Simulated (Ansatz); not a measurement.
MnO2:

```
Mn O
1.0
     4.40042    0.00000    0.00000
     0.00000    4.40042    0.00000
     0.00000    0.00000    2.86708
Mn O
2 4
Direct
  0.50000 0.50000 0.50000
  0.00000 0.00000 0.00000
  0.80492 0.19508 0.50000
  0.69508 0.69508 0.00000
  0.19508 0.80492 0.50000
  0.30492 0.30492 0.00000
```

The cell is a database's computed one.

Program: Ansatz 0.2.0. Alike in all runs: task single point; level PBEsol; potentials or basis Ansatz PAW; cell as given; cutoff (eV) 420; smearing fermi-dirac 0.05 eV. Hardware: 2 threads of AMD EPYC (Zen 3), with other jobs on the host.

Task: Order these runs on this cell by their wall time, lowest first.
A. spin off; k mesh 6 × 6 × 9
B. spin collinear, ferrimagnetic start; k mesh 6 × 6 × 9
C. spin non-collinear, random start; k mesh 5 × 5 × 7

Result: A (3.3 s), B (19 s), C (84 s).

Caveats: the starting moments weren't kept (some runs).
